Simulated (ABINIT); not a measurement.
AgBr:

```
CELL_PARAMETERS angstrom
0.00000 2.87015 2.87015
2.87015 0.00000 2.87015
2.87015 2.87015 0.00000
ATOMIC_POSITIONS crystal
Ag 0.00000 0.00000 0.00000
Br 0.50000 0.50000 0.50000
```

Base run:

- Program: ABINIT 10.8.3 (patched build)
- Functional: rPW86PBE
- Potentials or basis: JTH PAW PBE v2.0
- Cutoff: 463 eV
- k mesh: 8 × 8 × 8
- Occupations: fermi-dirac, width 0.05 eV
- Spin: spin-orbit coupling, no magnetisation

Its results: band gap on the k mesh 0.53 eV, indirect (least direct gap 2.33 eV); pressure 5.3 GPa.

Question: After a change of settings the same cell gave: band gap on the k mesh 0.61 eV, indirect (least direct gap 2.51 eV); pressure 5.3 GPa. Which change was it?
A. functional from rPW86PBE to revPBE
B. functional from rPW86PBE to AM05; spin from spin-orbit coupling, no magnetisation to no spin polarisation
C. spin from spin-orbit coupling, no magnetisation to no spin polarisation

Answer: C.

Spin-orbit coupling splits the band edges, which narrows the gap.

Caveats: the PAW data sets were made with another functional, which shifts forces and pressure a little.
